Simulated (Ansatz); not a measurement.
This Ansatz 0.2.0 run on Li needs a look.

Contents of input.yaml:

```yaml
crystal:
  lattice:
    - [0.014908, 2.225486, 2.188416]
    - [2.182403, 0.019, 2.184324]
    - [2.209521, 2.248512, -0.008118]
  atoms:
    - { symbol: Li, position_ang: [0.0133444102, -5.30336e-05, -0.0041900841], spin: 0.28 }
kpoints:
  mp_grid: { grid: [1, 1, 1] }
  band_path:
    path: [[0.0, 0.0, -0.5], [0.0, 0.0, 0.0], [0.5, 0.5, 0.5]]
    npoints: 8
scf:
  occupations: { method: gaussian, width: 0.1 }
  max_iter: 60
hamiltonian:
  xc: pbe
  pseudopotentials: { kind: all_electron, lapw: { basis_error: 0.001 } }
magnetization:
  spin_polarized: true
  spin_locking: { lock_spins: true }
output:
  forces: true
  stress: true
  eigenvalues: true
  fatbands: true
  dos: { projected: true, de: 0.2, e_range: [-14, 10] }
  populations: true
```

Potentials or basis: all-electron LAPW, scalar-relativistic.

Run with:

```bash
$ ansatz run input.yaml --threads 1 --pin off --max-ram 2560MiB --backend cpu --events-out ev --progress --plain --runs-dir out
```

Output:

```text
Warning: output.stress: the lock of the moments that magnetization.spin_locking holds to the close lets an SCF meet its threshold on dr2 anywhere within the lock's freeze window, and the stress can move with the moments there: no threshold on dr2 bounds that. The window is the square root of the freeze energy over magnetization.spin_locking.lambda. Set magnetization.spin_locking.freeze_energy_tol to 1e-7 of magnetization.spin_locking.lambda or tighter (1e-7 eV at magnetization.spin_locking.lambda's default), and hold the SCF's own gates tight with it: the threshold on dr2 and, on a non-collinear run, whose gate on the magnetisation can be let go, scf.convergence.magnetization_residual_energy_tol, under 2e-7 eV over the cell's volume in cubic angstroms (a run under these bars is not thereby shown to hold its stress)
Warning: RAYON_NUM_THREADS=1 ignored (pool sized by the plan → 1); use --threads N
Li: projections on atomic orbitals take those of the free atom 1s2 2s1, of charge +0.00 (hamiltonian.pseudopotentials.projection_atoms)
[... 107 lines left out ...]
SCF iter  58: F=-208.861427 eV  HF=-207.495296 eV  |F-HF|=1.37e0  |Δ(HF+E_count)|=   1.06e-1  Δρ=3.95e-2 (↑3.95e-2 ↓3.95e-2)  dr2=4.66e-4  dr2_m=3.06e-1  M=0.850 μB ∫|m|=0.850 μB  β_m=0.15  ethr=1.23e-4  ⟨swp⟩=3.0  Hψ=51  notcnv=0
SCF iter  59: F=-208.184753 eV  HF=-207.283130 eV  |F-HF|=9.02e-1  |Δ(HF+E_count)|=   2.12e-1  Δρ=3.16e-2 (↑3.15e-2 ↓3.16e-2)  dr2=8.32e-4  dr2_m=1.95e-1  M=0.661 μB ∫|m|=0.661 μB  β_m=0.19  ethr=1.55e-5  ⟨swp⟩=2.5  Hψ=41  notcnv=0
SCF iter  60: F=-207.093858 eV  HF=-207.057074 eV  |F-HF|=3.68e-2  |Δ(HF+E_count)|=   2.26e-1  Δρ=9.42e-3 (↑8.79e-3 ↓9.42e-3)  dr2=5.39e-3  dr2_m=1.51e-2  M=-0.896 μB ∫|m|=0.896 μB  β_m=0.32  ethr=1.55e-5  ⟨swp⟩=2.5  Hψ=40  notcnv=0
Error: did not converge after 60 iterations: mag_constraint = 5.39e-1 (threshold 7.07e-3), under the density mixer `msr1`, which `scf.mixing.algorithm: auto` chose by the deck's other keys (type `scf.mixing.algorithm: msr1` to keep it); raise the magnetisation constraint `lambda`, loosen `magnetization.spin_locking.freeze_energy_tol` (the window is √(ε_frz/λ_eff)), or reconsider whether the target moment or locked direction is reachable for this system
```

Question: How did it end, and where is the flaw?

Answer: The calculation stopped without meeting its thresholds. The input holds a flaw that was put in on purpose: one k-point for a small cell (kpoints.mp_grid.grid = 1 × 1 × 1).
